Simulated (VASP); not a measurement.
These are PBE GGA, VASP's PBE PAW potentials (set 64) (plane waves; VASP) values and carry that method's errors.

Input for VASP

**POSCAR**
```
GeO2
1
    4.4860945074    -0.0000000000     0.0000000000
   -0.0000000000     4.4860945074     0.0000000000
    0.0000000000     0.0000000000     2.9094327328
Ge O
2 4
Direct
  0.0000000000   1.0000000000   0.0000000000
  0.5000000000   0.5000000000   0.5000000000
  0.3069117064   0.3069117064   1.0000000000
  0.8069117064   0.1930882936   0.5000000000
  0.1930882936   0.8069117064   0.5000000000
  0.6930882936   0.6930882936   0.0000000000
```

INCAR:
```
# general
SYSTEM  =GeO2
PREC    =Accurate
ENCUT   =520
LREAL   =F
LASPH   =T

# electronic loop
EDIFF   =1E-8
NELM    =100   # most electronic steps
ALGO    =Normal
LMAXMIX =4

# smearing
ISMEAR  =0   # Gaussian
SIGMA   =0.01

# functional
GGA     =PE   # PBE

# ions
IBRION  =8   # DFPT with symmetry
NSW     =1

# output
LWAVE   =F
LCHARG  =F

# other
LEPSILON=T
```

**KPOINTS**
```
Automatic mesh
0
Gamma
6 6 9
0 0 0
```

POTCAR, in this order: Ge_d O (PBE.64 set). Program: vasp_std.

Output

### OUTCAR
```
 ion  position               nearest neighbor table
   1  0.000  0.000  0.000-   4 1.90   5 1.90   4 1.90   5 1.90   3 1.95   6 1.95
   2  0.500  0.500  0.500-   3 1.90   6 1.90   3 1.90   6 1.90   5 1.95   4 1.95
   3  0.307  0.307  0.000-   2 1.90   2 1.90   1 1.95
   4  0.807  0.193  0.500-   1 1.90   1 1.90   2 1.95
   5  0.193  0.807  0.500-   1 1.90   1 1.90   2 1.95
   6  0.693  0.693  0.000-   2 1.90   2 1.90   1 1.95
  LATTYP: Found a simple tetragonal cell.
 ALAT       =     4.4860945074
 C/A-ratio  =     0.6485446813
 Subroutine PRICEL returns:
 Original cell was already a primitive cell.
 Subroutine GETGRP returns: Found 16 space group operations
The static configuration has the point symmetry D_2h.
 The point group associated with its full space group is D_4h.
The dynamic configuration has the point symmetry D_2h.
 Subroutine INISYM returns: Found 16 space group operations
 Subroutine IBZKPT returns following result:
 Found     50 irreducible k-points:

 Following reciprocal coordinates:
            Coordinates               Weight
  0.000000  0.000000  0.000000      1.000000
  0.166667  0.000000  0.000000      4.000000
  0.333333  0.000000  0.000000      4.000000
...
```

**OSZICAR**
```
...
       N       E                     dE             d eps       ncg     rms          rms(c)
RMM:   1    -0.192305355296E+00   -0.19231E+00    0.88387E+00  7504   0.541E+01
RMM:   2    -0.195732333323E+00   -0.34270E-02   -0.16679E-02 11229   0.898E-01    0.119E-01
RMM:   3    -0.194432066542E+00    0.13003E-02   -0.17715E-03 11769   0.259E-01    0.849E-02
RMM:   4    -0.193497224393E+00    0.93484E-03   -0.36393E-04 12201   0.155E-01    0.320E-02
RMM:   5    -0.193181274605E+00    0.31595E-03   -0.22784E-04 12550   0.761E-02    0.862E-03
RMM:   6    -0.193195819745E+00   -0.14545E-04   -0.13923E-04 12370   0.240E-02    0.253E-03
RMM:   7    -0.193198765501E+00   -0.29458E-05   -0.40319E-05 12450   0.952E-03    0.112E-03
RMM:   8    -0.193204205466E+00   -0.54400E-05   -0.16027E-05 12940   0.347E-03    0.604E-04
RMM:   9    -0.193206421209E+00   -0.22157E-05   -0.62028E-06 12604   0.157E-03    0.132E-04
RMM:  10    -0.193206981408E+00   -0.56020E-06   -0.46930E-06 13037   0.691E-04    0.812E-05
RMM:  11    -0.193207788593E+00   -0.80718E-06   -0.71572E-06 13192   0.370E-04    0.152E-05
RMM:  12    -0.193207406031E+00    0.38256E-06   -0.37149E-06 12579   0.237E-04    0.100E-05
RMM:  13    -0.193207371514E+00    0.34517E-07   -0.26986E-06 13535   0.178E-04    0.268E-06
RMM:  14    -0.193207350360E+00    0.21154E-07   -0.23335E-06 12727   0.151E-04    0.352E-06
RMM:  15    -0.193207338807E+00    0.11553E-07   -0.19333E-06 13466   0.137E-04    0.848E-07
RMM:  16    -0.193207315123E+00    0.23684E-07   -0.14543E-06 13211   0.130E-04    0.987E-07
RMM:  17    -0.193207262928E+00    0.52195E-07   -0.99662E-07 11686   0.127E-04    0.645E-07
RMM:  18    -0.193207261113E+00    0.18149E-08   -0.95333E-07 10563   0.125E-04    0.402E-07
RMM:  19    -0.193207254685E+00    0.64278E-08   -0.85160E-07 10443   0.124E-04    0.225E-07
RMM:  20    -0.193207269187E+00   -0.14502E-07   -0.10264E-06  9801   0.124E-04    0.215E-07
RMM:  21    -0.193207264616E+00    0.45711E-08   -0.89655E-07  9455   0.123E-04    0.607E-08
 Linear response progress:
  Degree of freedom:   2/  4
       N       E                     dE             d eps       ncg     rms          rms(c)
RMM:   1    -0.181792795811E+00   -0.18179E+00    0.73931E+00  4885   0.482E+01
RMM:   2    -0.186194370316E+00   -0.44016E-02   -0.12034E-02  7241   0.745E-01    0.105E-01
RMM:   3    -0.185809941801E+00    0.38443E-03   -0.50843E-04  7682   0.164E-01    0.650E-02
RMM:   4    -0.185251707462E+00    0.55823E-03   -0.66317E-05  8031   0.704E-02    0.382E-03
RMM:   5    -0.185235345809E+00    0.16362E-04    0.78280E-05  8241   0.195E-02    0.183E-03
RMM:   6    -0.185241812625E+00   -0.64668E-05    0.14439E-05  8415   0.868E-03    0.451E-04
RMM:   7    -0.185246537666E+00   -0.47250E-05   -0.20794E-05  8407   0.372E-03    0.136E-04
RMM:   8    -0.185246670082E+00   -0.13242E-06   -0.72045E-06  8474   0.192E-03    0.931E-05
RMM:   9    -0.185247887652E+00   -0.12176E-05   -0.15073E-05  8457   0.112E-03    0.621E-05
RMM:  10    -0.185247781218E+00    0.10643E-06   -0.61422E-06  8381   0.770E-04    0.187E-05
RMM:  11    -0.185248110882E+00   -0.32966E-06   -0.88604E-06  8518   0.535E-04    0.239E-05
RMM:  12    -0.185247713016E+00    0.39787E-06   -0.12882E-06  8470   0.416E-04    0.417E-06
RMM:  13    -0.185247845388E+00   -0.13237E-06   -0.17585E-06  8922   0.317E-04    0.421E-06
RMM:  14    -0.185247891256E+00   -0.45868E-07   -0.16196E-06  8587   0.259E-04    0.377E-06
RMM:  15    -0.185247904420E+00   -0.13165E-07   -0.99476E-07  8744   0.220E-04    0.189E-06
RMM:  16    -0.185247931742E+00   -0.27322E-07   -0.99311E-07  8436   0.190E-04    0.275E-06
RMM:  17    -0.185247938708E+00   -0.69661E-08   -0.20814E-07  8823   0.173E-04    0.210E-06
RMM:  18    -0.185248004753E+00   -0.66046E-07   -0.12932E-06  8750   0.156E-04    0.295E-06
RMM:  19    -0.185247976820E+00    0.27933E-07   -0.96243E-07  7458   0.142E-04    0.329E-06
RMM:  20    -0.185247973375E+00    0.34452E-08   -0.98021E-07  7112   0.133E-04    0.439E-06
RMM:  21    -0.185247955859E+00    0.17516E-07   -0.60387E-07  8274   0.127E-04    0.312E-06
RMM:  22    -0.185247965024E+00   -0.91657E-08   -0.69494E-07  6461   0.121E-04    0.385E-06
RMM:  23    -0.185247945937E+00    0.19087E-07   -0.50314E-07  6158   0.116E-04    0.406E-06
RMM:  24    -0.185247950673E+00   -0.47355E-08   -0.53022E-07  6031   0.113E-04    0.441E-06
RMM:  25    -0.185247939091E+00    0.11582E-07   -0.41801E-07  6014   0.110E-04    0.450E-06
 Linear response progress:
  Degree of freedom:   3/  4
       N       E                     dE             d eps       ncg     rms          rms(c)
RMM:   1    -0.382332934794E+00   -0.38233E+00    0.27885E-01 12419   0.359E+00
RMM:   2    -0.373248699662E+00    0.90842E-02   -0.25120E-02 10478   0.101E+00    0.181E-01
RMM:   3    -0.374676973297E+00   -0.14283E-02   -0.99526E-04 10649   0.322E-01    0.101E-01
RMM:   4    -0.376363505082E+00   -0.16865E-02    0.51933E-04 10562   0.205E-01    0.280E-02
RMM:   5    -0.376630823853E+00   -0.26732E-03    0.72877E-04 11140   0.665E-02    0.133E-02
RMM:   6    -0.376682084370E+00   -0.51261E-04    0.31423E-04 10989   0.299E-02    0.294E-03
RMM:   7    -0.376732149097E+00   -0.50065E-04    0.17840E-04 11156   0.139E-02    0.125E-03
RMM:   8    -0.376728536109E+00    0.36130E-05    0.10993E-04 11428   0.699E-03    0.361E-04
RMM:   9    -0.376736300600E+00   -0.77645E-05    0.56427E-05 11373   0.297E-03    0.160E-04
RMM:  10    -0.376737512308E+00   -0.12117E-05    0.30955E-05 11464   0.150E-03    0.421E-05
RMM:  11    -0.376739790807E+00   -0.22785E-05    0.11491E-05 11640   0.697E-04    0.219E-05
RMM:  12    -0.376740195110E+00   -0.40430E-06    0.66899E-06 11422   0.422E-04    0.466E-06
RMM:  13    -0.376740537892E+00   -0.34278E-06    0.39306E-06 12044   0.294E-04    0.437E-06
RMM:  14    -0.376740707903E+00   -0.17001E-06    0.19992E-06 11835   0.235E-04    0.861E-07
RMM:  15    -0.376740799063E+00   -0.91160E-07    0.12004E-06 12083   0.209E-04    0.117E-06
RMM:  16    -0.376740849568E+00   -0.50505E-07    0.56363E-07 11280   0.193E-04    0.817E-07
RMM:  17    -0.376740876418E+00   -0.26849E-07    0.43651E-07 11416   0.188E-04    0.315E-07
RMM:  18    -0.376740883049E+00   -0.66310E-08    0.24458E-07 10232   0.185E-04    0.125E-07
RMM:  19    -0.376740890615E+00   -0.75662E-08    0.24002E-07  9418   0.183E-04    0.224E-07
RMM:  20    -0.376740893148E+00   -0.25327E-08    0.11880E-07  9379   0.182E-04    0.634E-08
 Linear response progress:
  Degree of freedom:   4/  4
       N       E                     dE             d eps       ncg     rms          rms(c)
RMM:   1    -0.361696476619E+00   -0.36170E+00    0.32640E-01 12552   0.343E+00
RMM:   2    -0.354515114321E+00    0.71814E-02   -0.16934E-02 10166   0.787E-01    0.184E-01
RMM:   3    -0.356055412843E+00   -0.15403E-02   -0.12176E-03 10995   0.209E-01    0.101E-01
RMM:   4    -0.358034963440E+00   -0.19796E-02   -0.56498E-04 10634   0.141E-01    0.208E-02
RMM:   5    -0.357898816674E+00    0.13615E-03   -0.29592E-05 11268   0.325E-02    0.422E-03
RMM:   6    -0.357942367295E+00   -0.43551E-04   -0.26717E-06 11283   0.807E-03    0.846E-04
RMM:   7    -0.357944917339E+00   -0.25500E-05   -0.46864E-08 11489   0.243E-03    0.260E-04
RMM:   8    -0.357945477816E+00   -0.56048E-06   -0.10816E-07 11662   0.639E-04    0.718E-05
RMM:   9    -0.357945047347E+00    0.43047E-06    0.38698E-08 11392   0.302E-04    0.241E-05
RMM:  10    -0.357945305489E+00   -0.25814E-06   -0.97742E-08 11869   0.209E-04    0.658E-06
RMM:  11    -0.357945431856E+00   -0.12637E-06    0.70359E-08 12340   0.175E-04    0.237E-06
RMM:  12    -0.357945399203E+00    0.32653E-07    0.51335E-08 11912   0.163E-04    0.687E-07
RMM:  13    -0.357945394661E+00    0.45425E-08    0.27230E-08 10777   0.159E-04    0.254E-07
 Linear response finished
```

OUTCAR:
```
------------------------ aborting loop because EDIFF is reached ----------------------------------------

 HEAD OF MICROSCOPIC STATIC DIELECTRIC TENSOR (INDEPENDENT PARTICLE, excluding Hartree and local field effects)
 ------------------------------------------------------
           4.606742     0.000000     0.000000
           0.000000     4.606742     0.000000
           0.000000     0.000000     4.870501
 ------------------------------------------------------

 MACROSCOPIC STATIC DIELECTRIC TENSOR (including local field effects in DFT)
 ------------------------------------------------------
           4.502322    -0.000000     0.000000
          -0.000000     4.502322     0.000000
           0.000000     0.000000     4.752391
 ------------------------------------------------------

 PIEZOELECTRIC TENSOR (including local field effects)  for field in x, y, z        (e  Angst)
          XX          YY          ZZ          XY          YZ          ZX
  --------------------------------------------------------------------------------
  x     0.00000     0.00000     0.00000     0.00000     0.00000     0.00000
  y     0.00000     0.00000     0.00000     0.00000     0.00000     0.00000
  z     0.00000     0.00000     0.00000     0.00000     0.00000     0.00000

 PIEZOELECTRIC TENSOR (including local field effects)  for field in x, y, z        (C/m^2)
          XX          YY          ZZ          XY          YZ          ZX
  --------------------------------------------------------------------------------
  x     0.00000     0.00000     0.00000     0.00000     0.00000     0.00000
  y     0.00000     0.00000     0.00000     0.00000     0.00000     0.00000
  z     0.00000     0.00000     0.00000     0.00000     0.00000     0.00000

 BORN EFFECTIVE CHARGES (including local field effects) (in |e|, cummulative output)
 ---------------------------------------------------------------------------------
 ion    1
    1     4.14148     0.66997     0.00000
    2     0.66997     4.14148     0.00000
    3     0.00000     0.00000     4.44426
 ion    2
    1     4.14148    -0.66997     0.00000
    2    -0.66997     4.14148     0.00000
    3     0.00000     0.00000     4.44426
 ion    3
    1    -2.07074    -0.75861     0.00000
    2    -0.75861    -2.07074     0.00000
    3     0.00000     0.00000    -2.22213
 ion    4
    1    -2.07074     0.75861     0.00000
    2     0.75861    -2.07074     0.00000
    3     0.00000     0.00000    -2.22213
 ion    5
    1    -2.07074     0.75861     0.00000
    2     0.75861    -2.07074     0.00000
    3     0.00000     0.00000    -2.22213
 ion    6
    1    -2.07074    -0.75861     0.00000
    2    -0.75861    -2.07074     0.00000
    3     0.00000     0.00000    -2.22213

   1 f  =   23.587616 THz   148.205361 2PiTHz  786.798174 cm-1    97.550497 meV
             X         Y         Z           dx          dy          dz
      0.000000  0.000000  0.000000    -0.000000    0.000000    0.000000
      2.243047  2.243047  1.454716     0.000000    0.000000   -0.000000
      1.376835  1.376835  0.000000    -0.353553   -0.353553   -0.000000
      3.619882  0.866212  1.454716     0.353553   -0.353553    0.000000
      0.866212  3.619882  1.454716    -0.353553    0.353553    0.000000
      3.109260  3.109260  0.000000     0.353553    0.353553   -0.000000

   2 f  =   19.318353 THz   121.380794 2PiTHz  644.390904 cm-1    79.894254 meV
             X         Y         Z           dx          dy          dz
      0.000000  0.000000  0.000000    -0.000000   -0.000000    0.000000
      2.243047  2.243047  1.454716     0.000000    0.000000   -0.000000
      1.376835  1.376835  0.000000     0.353553    0.353553    0.000000
      3.619882  0.866212  1.454716     0.353553   -0.353553   -0.000000
      0.866212  3.619882  1.454716    -0.353553    0.353553   -0.000000
      3.109260  3.109260  0.000000    -0.353553   -0.353553    0.000000

   3 f  =   18.038061 THz   113.336482 2PiTHz  601.684962 cm-1    74.599394 meV
             X         Y         Z           dx          dy          dz
      0.000000  0.000000  0.000000     0.000000    0.000000   -0.191561
      2.243047  2.243047  1.454716    -0.000000   -0.000000    0.191561
      1.376835  1.376835  0.000000     0.000000    0.000000   -0.481303
      3.619882  0.866212  1.454716    -0.000000   -0.000000    0.481303
      0.866212  3.619882  1.454716    -0.000000   -0.000000    0.481303
      3.109260  3.109260  0.000000     0.000000    0.000000   -0.481303

   4 f  =   17.867145 THz   112.262584 2PiTHz  595.983811 cm-1    73.892542 meV
             X         Y         Z           dx          dy          dz
      0.000000  0.000000  0.000000    -0.035062   -0.014759   -0.000000
      2.243047  2.243047  1.454716     0.272912    0.271053    0.000000
      1.376835  1.376835  0.000000    -0.435997   -0.423588   -0.000000
      3.619882  0.866212  1.454716     0.182273    0.150190    0.000000
      0.866212  3.619882  1.454716     0.182273    0.150190    0.000000
      3.109260  3.109260  0.000000    -0.435997   -0.423588   -0.000000

   5 f  =   17.867145 THz   112.262584 2PiTHz  595.983811 cm-1    73.892542 meV
             X         Y         Z           dx          dy          dz
      0.000000  0.000000  0.000000    -0.271053    0.272912    0.000000
      2.243047  2.243047  1.454716     0.014759   -0.035062    0.000000
      1.376835  1.376835  0.000000    -0.150190    0.182273    0.000000
      3.619882  0.866212  1.454716     0.423588   -0.435997   -0.000000
      0.866212  3.619882  1.454716     0.423588   -0.435997   -0.000000
      3.109260  3.109260  0.000000    -0.150190    0.182273    0.000000

   6 f  =   14.595135 THz    91.703941 2PiTHz  486.841316 cm-1    60.360603 meV
             X         Y         Z           dx          dy          dz
      0.000000  0.000000  0.000000     0.000000   -0.000000   -0.000000
      2.243047  2.243047  1.454716     0.000000    0.000000   -0.000000
      1.376835  1.376835  0.000000    -0.000000    0.000000   -0.705583
      3.619882  0.866212  1.454716     0.000000    0.000000    0.046401
      0.866212  3.619882  1.454716    -0.000000   -0.000000   -0.046401
      3.109260  3.109260  0.000000    -0.000000   -0.000000    0.705583
...
```
(Selected blocks of OUTCAR.)

The dielectric response may not be converged in the k-mesh; for small gaps it tends to come out too large.

The compound is GeO2 in the rutile structure. It was relaxed first, which changed the volume by +6 %.
